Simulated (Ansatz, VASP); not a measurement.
**C (C (Fd-3m)) in two plane-wave programs**

Wanted: the spread between two codes on one cell, functional and k mesh. The cell is taken from a series of runs on this material, whose earlier steps may have relaxed, scaled, displaced or heated it; both programs get it as it stands.

Calculated with Ansatz 0.2.0; plane waves, with VASP 6.6.1 beside it; relaxation of cell and atoms at r2SCAN.

**1. Starting point**

It takes space group Fd-3m (No. 227, cubic). Conventional cell: a = 3.554 Å, b = 3.554 Å, c = 3.554 Å, α = 90.00°, β = 90.00°, γ = 90.00°. Nearest to C lie 4 C at 1.54 Å.

Coordinates:

```cif
data_structure
_symmetry_space_group_name_H-M 'Fd-3m:1'
_symmetry_Int_Tables_number 227
_cell_length_a 3.5538
_cell_length_b 3.5538
_cell_length_c 3.5538
_cell_angle_alpha 90.000
_cell_angle_beta 90.000
_cell_angle_gamma 90.000
_cell_volume 44.88
loop_
_atom_site_label
_atom_site_type_symbol
_atom_site_symmetry_multiplicity
_atom_site_Wyckoff_symbol
_atom_site_fract_x
_atom_site_fract_y
_atom_site_fract_z
_atom_site_occupancy
C1 C 8 b 0.00000 0.50000 0.00000 1
```

**2. Ansatz: relaxation of cell and atoms, r2SCAN**

Ansatz runs on its default PAW (the set named soft_2) files.

The relaxed volume is the usual yardstick between codes: in a stiff, nearly cubic crystal its relative difference is about their pressure difference at one cell divided by the bulk modulus.

Contents of input.yaml:

```yaml
crystal:
  lattice:
    - [0.0, 1.7769015, 1.7769015]
    - [1.7769015, 0.0, 1.7769015]
    - [1.7769015, 1.7769015, 0.0]
  atoms:
    - { symbol: C, position: [0.0, 0.0, 0.0] }
    - { symbol: C, position: [0.25, 0.25, 0.25] }
basis:
  ecutwfc: 500
  xc_grid: 2
hamiltonian:
  xc: r2scan
kpoints:
  mp_grid: { grid: [13, 13, 13] }
scf:
  occupations: { method: fixed }
  max_iter: 100
relax:
  f_tol: 0.005
  max_steps: 60
  cell: {}
output:
  forces: true
  stress: true
checkpoint:
  write: "../cell.run"
  compress: false
  write_wavefunctions: false
  write_every: 100000
```

The run is started by

```console
> ansatz run input.yaml --threads 12 --pin off --max-ram 56524MiB --backend cuda --events-out ev --progress --plain --runs-dir out
```

Log:

```text
Engine: ansatz 0.2.0, aarch64-unknown-linux-gnu
[...]
Pseudopotential: C, paw, valence charge 4, recommended cutoff 500 eV (meta_gga), C.paw.azcp
Functional definition: r2SCAN
[...]
Crystal: 2 atoms, lattice volume = 11.221 Å³
Basis set: ecut = 500 eV, 283 PW (Γ), exchange–correlation on 40×40×40 points (8 copies of the dense FFT grid, shifted against one another)
Bands: 8, of which v1, the nominal top of the filled ones, is band 4 counted from 1 (3 counted from 0)
[...]
Space group: Fd-3m (ITA 227), of the structure as read, at distance tolerance 2.2e-5 Å
k-points: 84 of 2197
[...]
Functional: x = r2scan, c = r2scan; τ floored in thin density (d = 2e-4 eV/Å³)
SCF iter   1: F=—  HF=-503.054162 eV  |F-HF|=—  |Δ(HF+E_count)|=         —  Δρ=8.85e-3  dr2=2.38e-3  dr2_τ=3.93e-1  ethr=1.77e-3  ⟨swp⟩=4.3  Hψ=4204  notcnv=0  defer=120
[...]
SCF 4 converged in 3 iterations: F = -503.111498 eV  dr2 = 1.64e-11
relax step   4: F+E_penalty+E_count = -503.11149765 eV  Δ(F+E_penalty+E_count) = -2.316e-5 eV  max|allowed force component| = 2.961e-16 eV/Å  Δτ_max = 0.0000 Å  P = +0.010 GPa  Ω = 11.282 Å³  stress o [...]
basis re-selected at this cell: Δ(F+E_penalty+E_count) = -2.316e-5 eV, ΔP = -0.000 GPa vs the last step (what re-selecting the basis moved, of the pressure what is left beyond the Pulay correction tha [...]
SCF converged after 3 iterations
Free energy (F): -503.111498 eV
[...]
Fermi energy:    13.387150 eV
--- Per-component energies (eV) ---
[...]
--- Forces (eV/Å), atoms counted from 1 ---
[...]
--- Stress (GPa, compression-positive) ---
        0.009840      -0.000000      -0.000000
       -0.000000       0.009840      -0.000000
       -0.000000      -0.000000       0.009840
  P = ⅓ Tr σ = 0.0098 GPa (0.098 kbar)
--- Band table (eV; the first three rows and the last of 84) ---
[...]
--- Relaxed structure (3 steps of the walk, 3 accepted, 1 SCFs on fresh bases) ---
[...]
```

**3. VASP: relaxation of cell and atoms, r2SCAN**

The same cell, functional and mesh now go to VASP, with its own data sets.

Lines of VASP's logs that name or quote its potential files are left out, and so is its time.

Contents of INCAR:

```
SYSTEM = C
PREC = Accurate
ENCUT = 660
EDIFF = 1E-07
NELM = 120
ISMEAR = 0
SIGMA = 0.01
LREAL = .FALSE.
ALGO = Normal
METAGGA = R2SCAN
LASPH = .TRUE.
NBANDS = 10
LORBIT = 11
LWAVE = .FALSE.
LCHARG = .FALSE.
ISIF = 3
IBRION = 2
NSW = 80
EDIFFG = -0.005
GGA_COMPAT = .FALSE.
NELMIN = 4
EFERMI = MIDGAP
LMIXTAU = .TRUE.
```

Contents of POSCAR:

```
C
1.0
    0.0000000000      1.7769010000      1.7769010000
    1.7769010000      0.0000000000      1.7769010000
    1.7769010000      1.7769010000      0.0000000000
C
2
Direct
    0.0000000704      0.0000000704      0.0000003517
    0.2500000704      0.2500000704      0.2500003517
```

Contents of KPOINTS:

```
Automatic mesh
0
Gamma
13 13 13
0 0 0
```

Potentials, in the order of the species: C (PBE family, release 64).

The run is started by

```console
> mpirun -np 1 vasp_std
```

Log:

```text
[banner, memory and clock lines left out]
running    1 mpi-ranks, on    1 nodes
 distrk:  each k-point on    1 cores,    1 groups
 distr:  one band on    1 cores,    1 groups

 POSCAR found type information on POSCAR C
 POSCAR found :  1 types and       2 ions
|                                                                             |
|               ----> ADVICE to this user running VASP <----                  |
|                                                                             |
|     You enforced a specific xc type in the INCAR file but a different       |
|     [... a line on the potential file left out ...]
|     I HOPE YOU KNOW WHAT YOU ARE DOING!                                     |
|                                                                             |

 LDA part: xc-table for (None), standard interpolation
 POSCAR, INCAR and KPOINTS ok, starting setup
 FFT: planning ... GRIDC
 FFT: planning ... GRID_SOFT
 FFT: planning ... GRID
 WAVECAR not read
 entering main loop
       N       E                     dE             d eps       ncg     rms          rms(c)
DAV:   1     0.190278691423E+01    0.19028E+01   -0.59452E+03  1720   0.997E+02
DAV:   2    -0.214977186847E+02   -0.23401E+02   -0.22589E+02  2270   0.144E+02
DAV:   3    -0.219666051671E+02   -0.46889E+00   -0.46804E+00  2030   0.172E+01
DAV:   4    -0.219675351660E+02   -0.93000E-03   -0.92992E-03  1846   0.870E-01
DAV:   5    -0.219675362971E+02   -0.11311E-05   -0.11311E-05  1910   0.305E-02    0.518E+00
DAV:   6    -0.194692563405E+02    0.24983E+01   -0.33808E-01  1812   0.538E+00    0.423E+00
DAV:   7    -0.224237670221E+02   -0.29545E+01   -0.89560E-01  1766   0.726E+00    0.866E-01
DAV:   8    -0.194686441274E+02    0.29551E+01   -0.29923E-01  1728   0.480E+00    0.108E+00
DAV:   9    -0.196593349583E+02   -0.19069E+00   -0.33663E-02  1732   0.201E+00    0.117E-01
DAV:  10    -0.196671861502E+02   -0.78512E-02   -0.57260E-03  1786   0.727E-01    0.160E-01
DAV:  11    -0.196667792917E+02    0.40686E-03   -0.49027E-05  1804   0.709E-02    0.156E-01
DAV:  12    -0.196682823180E+02   -0.15030E-02   -0.24375E-04  1686   0.195E-01    0.412E-02
DAV:  13    -0.196683442117E+02   -0.61894E-04   -0.15493E-05  1922   0.520E-02    0.227E-02
DAV:  14    -0.196683432061E+02    0.10056E-05   -0.65996E-08  1876   0.340E-03    0.237E-02
DAV:  15    -0.196683448815E+02   -0.16754E-05   -0.92086E-07  1812   0.107E-02    0.234E-03
DAV:  16    -0.196683448605E+02    0.20985E-07   -0.92443E-08  1074   0.328E-03
   1 F= -.19668345E+02 E0= -.19668345E+02  d E =-.196683E+02
 curvature:   0.00 expect dE= 0.000E+00 dE for cont linesearch  0.000E+00
 trial: gam= 0.00000 g(F)=  0.338E-41 g(S)=  0.245E-02 ort = 0.000E+00 (trialstep = 0.100E+01)
 search vector abs. value=  0.245E-02
 bond charge predicted
       N       E                     dE             d eps       ncg     rms          rms(c)
DAV:   1    -0.196676572211E+02    0.68766E-03   -0.43761E-02  1822   0.185E+00    0.172E-01
DAV:   2    -0.196678512500E+02   -0.19403E-03   -0.11937E-03  1718   0.332E-01    0.116E-01
DAV:   3    -0.196673775925E+02    0.47366E-03   -0.40138E-04  1768   0.221E-01    0.143E-02
DAV:   4    -0.196679289850E+02   -0.55139E-03   -0.28280E-04  1680   0.167E-01    0.642E-03
DAV:   5    -0.196679565000E+02   -0.27515E-04   -0.49814E-06  1810   0.218E-02    0.525E-03
DAV:   6    -0.196679668981E+02   -0.10398E-04   -0.45261E-06  1680   0.205E-02    0.522E-04
DAV:   7    -0.196679680912E+02   -0.11931E-05   -0.31784E-07  1684   0.640E-03    0.521E-04
DAV:   8    -0.196679679828E+02    0.10842E-06   -0.26029E-08  1026   0.175E-03    0.360E-04
DAV:   9    -0.196679680041E+02   -0.21328E-07   -0.57076E-10   840   0.337E-04
   2 F= -.19667968E+02 E0= -.19667968E+02  d E =0.376856E-03
 trial-energy change:    0.000377  1 .order    0.000359   -0.002453    0.003170
 step:   0.4314(harm=  0.4362)  dis= 0.00000  next Energy=   -19.668872 (dE=-0.528E-03)
 bond charge predicted
       N       E                     dE             d eps       ncg     rms          rms(c)
DAV:   1    -0.196687748619E+02   -0.80688E-03   -0.14203E-02  1822   0.106E+00    0.980E-02
DAV:   2    -0.196688362225E+02   -0.61361E-04   -0.37879E-04  1718   0.188E-01    0.662E-02
DAV:   3    -0.196686734595E+02    0.16276E-03   -0.12941E-04  1768   0.126E-01    0.798E-03
DAV:   4    -0.196688601167E+02   -0.18666E-03   -0.90168E-05  1680   0.953E-02    0.368E-03
DAV:   5    -0.196688677521E+02   -0.76354E-05   -0.15817E-06  1812   0.123E-02    0.301E-03
DAV:   6    -0.196688709694E+02   -0.32173E-05   -0.14986E-06  1680   0.118E-02    0.316E-04
DAV:   7    -0.196688707299E+02    0.23956E-06   -0.11501E-07  1636   0.373E-03    0.252E-04
DAV:   8    -0.196688708787E+02   -0.14888E-06   -0.78833E-09   846   0.954E-04    0.175E-04
DAV:   9    -0.196688708653E+02    0.13452E-07   -0.16437E-10   840   0.179E-04
   3 F= -.19668871E+02 E0= -.19668871E+02  d E =-.526005E-03
 curvature:  -0.22 expect dE=-0.760E-08 dE for cont linesearch -0.760E-08
 trial: gam=-0.00375 g(F)=  0.741E-42 g(S)=  0.348E-07 ort = 0.924E-05 (trialstep = 0.886E+00)
 search vector abs. value=  0.100E-09
 reached required accuracy - stopping structural energy minimisation
```

OUTCAR, selected parts (step 3):

```text
ion  position               nearest neighbor table
   1  0.000  0.000  0.000-   2 1.54   2 1.54   2 1.54   2 1.54
   2  0.250  0.250  0.250-   1 1.54   1 1.54   1 1.54   1 1.54

  LATTYP: Found a face centered cubic cell.
 ALAT       =     3.5538020000

 Subroutine GETGRP returns: Found 48 space group operations
 (whereof 24 operations were pure point group operations)

The static configuration has the point symmetry T_d .
 The point group associated with its full space group is O_h .

 Found     84 irreducible k-points:

   k-points           NKPTS =     84   k-points in BZ     NKDIM =     84   number of bands    NBANDS=     10

   dimension x,y,z NGX =    24 NGY =   24 NGZ =   24
   dimension x,y,z NGXF=    48 NGYF=   48 NGZF=   48

   ENCUT  =  660.0 eV  48.51 Ry    6.96 a.u.   5.26  5.26  5.26*2*pi/ulx,y,z

   NELECT =       8.0000    total number of electrons

 k-points in reciprocal lattice and weights: Automatic mesh
   0.00000000  0.00000000  0.00000000       0.000
   0.07692308  0.00000000  0.00000000       0.004
   0.15384615  0.00000000  0.00000000       0.004
   0.23076923  0.00000000  0.00000000       0.004
   0.30769231  0.00000000  0.00000000       0.004
   0.38461538  0.00000000  0.00000000       0.004
   0.46153846  0.00000000  0.00000000       0.004
   0.07692308  0.07692308  0.00000000       0.003
   0.15384615  0.07692308  0.00000000       0.011
[...]
-0.30769231  0.46153846  0.15384615       0.011
  -0.30769231  0.46153846  0.23076923       0.011

 average (electrostatic) potential at core
       1 -47.3669       2 -47.3669

 E-fermi :  11.9599

 k-point     1 :       0.0000    0.0000    0.0000
  band No.  band energies     occupation
      1     -12.9803      2.00000
      2       9.7849      2.00000
      3       9.7849      2.00000
      4       9.7849      2.00000
      5      15.6351      0.00000
      6      15.6351      0.00000
      7      15.6351      0.00000
      8      23.7257      0.00000
      9      30.2544      0.00000
    ...

 k-point     2 :       0.0769    0.0000    0.0000
  band No.  band energies     occupation
      1     -12.8087      2.00000
      2       8.6356      2.00000
      3       9.4850      2.00000
      4       9.4850      2.00000
      5      16.0278      0.00000
      6      16.0278      0.00000
      7      16.3164      0.00000
      8      23.8961      0.00000
      9      30.5512      0.00000
    ...

 k-point     3 :       0.1538    0.0000    0.0000
  band No.  band energies     occupation
      1     -12.2954      2.00000
      2       6.2111      2.00000
      3       8.8114      2.00000
      4       8.8114      2.00000
      5      16.9149      0.00000
      6      16.9149      0.00000
      7      17.4024      0.00000
      8      24.3919      0.00000
      9      31.2109      0.00000
    ...

  Total        0.0006939      0.0006939      0.0006939     -0.0000000     -0.0000000     -0.0000000
  in kB        0.0985136      0.0985136      0.0985136     -0.0000000     -0.0000000     -0.0000000
  external PRESSURE =       0.0985136 kB  Pullay stress =       0.0000000 kB

  energy-cutoff  :      660.00
  volume of cell :       11.29
      direct lattice vectors                 reciprocal lattice vectors
     0.000000000  1.780305464  1.780305464    -0.280850680  0.280850680  0.280850680
     1.780305464  0.000000000  1.780305464     0.280850680 -0.280850680  0.280850680
     1.780305464  1.780305464 -0.000000000     0.280850680  0.280850680 -0.280850680

 POSITION                                       TOTAL-FORCE (eV/Angst)
 -----------------------------------------------------------------------------------
      0.00000      0.00000      0.00000         0.000000      0.000000      0.000000
      0.89015      0.89015      0.89015        -0.000000     -0.000000     -0.000000
 -----------------------------------------------------------------------------------
    total drift:                               -0.000164     -0.000164      0.000077

  FREE ENERGIE OF THE ION-ELECTRON SYSTEM (eV)
  ---------------------------------------------------
  free  energy   TOTEN  =       -19.6688708653 eV

  energy  without entropy=      -19.6688708653  energy(sigma->0) =      -19.66887087

 reached required accuracy - stopping structural energy minimisation

 total charge
# of ion       s       p       d       tot
------------------------------------------
    1        0.844   1.745   0.000   2.589
    2        0.844   1.745   0.000   2.589
--------------------------------------------------
tot          1.688   3.490   0.000   5.178

[... 3 further parts left out ...]
```

CONTCAR:

```
C
   1.00000000000000
     0.0000000000000000    1.7803054635287352    1.7803054635287352
     1.7803054635287352    0.0000000000000000    1.7803054635287352
     1.7803054635287352    1.7803054635287352   -0.0000000000000000
  C
     2
Direct
     0.0000000703999987    0.0000000703999987    0.0000003517000025
     0.2500000703999987    0.2500000703999987    0.2500003517000025
```

**4. Differences**

Known differences besides the potentials themselves: VASP keeps PBE cores, Ansatz makes them for the functional; fixed occupations in Ansatz, narrow Gaussian smearing in VASP; the cutoff is 500 eV in Ansatz and 660 eV in VASP; Ansatz adds a Pulay correction to the stress that steers its cell, VASP none. Total energies have different zeros and are not compared.

Both answers:

| quantity | Ansatz | VASP | difference |
| --- | --- | --- | --- |
| volume (Å³) | 11.28 | 11.29 | -0.03 % |
| edge a after relaxation, in the typed setting (Å) | 2.518 | 2.518 | -0.01 % |

**5. Results**

```yaml
difference_in_volume_relaxation_of_cell_and_atoms_r2scan: -0.030 %
```

The difference in volume is -0.030 % (relaxation of cell and atoms, r2SCAN), within the 1.2 % picked in this series as the mark of a large difference, as far as the stopping tolerances let one tell. How closely two codes agree says nothing of how well the functional describes the real material.

[Lines on the potential files, build, host, timing and source positions are cut from VASP's logs without a mark.]

[Logs are printed without paths, hosts, clocks, repeated set-up lines and the standing remarks that a program may print on its own settings, such as how far it seeks lower states.]

[Hosts, paths, dates, database ids (printed as entryN), source tags and the programs' standing remarks are cut or masked in the printed files.]
